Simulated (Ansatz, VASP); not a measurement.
# One calculation of CaSe, two programs

INCAR

```
SYSTEM = CaSe
PREC     = Accurate       ! precision mode
ENCUT    = 520            ! plane-wave cutoff, eV
EDIFF    = 1E-6           ! SCF threshold, eV
ISMEAR   = 0              ! smearing method
SIGMA    = 0.05           ! smearing width, eV
LREAL    = .False.        ! projectors in reciprocal space
LASPH    = .True.         ! aspherical terms in the spheres
NELM     = 80             ! most SCF steps
ALGO     = Normal         ! electronic algorithm
ISIF     = 2              ! what is computed and relaxed
LWAVE    = .False.        ! write WAVECAR
LCHARG   = .False.        ! write CHGCAR
GGA      = PE             ! functional
NBANDS   = 15             ! bands
```

Contents of KPOINTS:

```
Automatic mesh
0
Gamma
  8 8 8
  0 0 0
```

POSCAR

```
CaSe
1.0
    0.0000000000      3.1038000000      2.9560000000
    2.9560000000      0.0000000000      2.9560000000
    2.9560000000      3.1038000000      0.0000000000
Ca Se
1 1
Direct
    0.0000000000      0.0000000000      0.0000000000
    0.5000000000      0.5000000000      0.5000000000
```

Input for Ansatz:

```yaml
crystal:
  lattice:
    - [0.0, 3.1038, 2.956]
    - [2.956, 0.0, 2.956]
    - [2.956, 3.1038, 0.0]
  atoms:
    - { symbol: Ca, position: [0.0, 0.0, 0.0] }
    - { symbol: Se, position: [0.5, 0.5, 0.5] }
basis:
  ecutwfc: 420
kpoints:
  mp_grid: { grid: [8, 8, 8] }
hamiltonian:
  xc: pbe
scf:
  occupations: { method: gaussian, width: 0.05 }
output:
  forces: true
  stress: true
  eigenvalues: true
```

Change from the starting cell: strain +0.0500 x Voigt [0, 1, 0, 0, 0, 0], atoms carried along.

Alike in both runs: task single point; functional PBE; k mesh 8 × 8 × 8; occupations gaussian, width 0.05 eV; no spin polarisation.

```csv
,VASP,Ansatz
version,VASP 6.6.1,Ansatz 0.2.0
potentials or method,"VASP PAW PBE potentials, release 64 (Ca_sv, Se)","scalar-relativistic, plane waves, PAW"
plane-wave cutoff (eV),520,420
valence electrons in the cell,16,26
```

```tsv
	VASP	Ansatz	Ansatz less VASP
gap on the k mesh at the Fermi level (eV)	2.13	2.14	+0.009
least direct gap on the mesh (eV)	2.92	2.93	+0.008
pressure (GPa)	-0.8	-0.9	-0.15
largest component of the traceless stress (GPa)	2.26	2.22	-0.045
```

The two sets of potentials don't hold the same shells in valence.

A k mesh can miss the band edges.
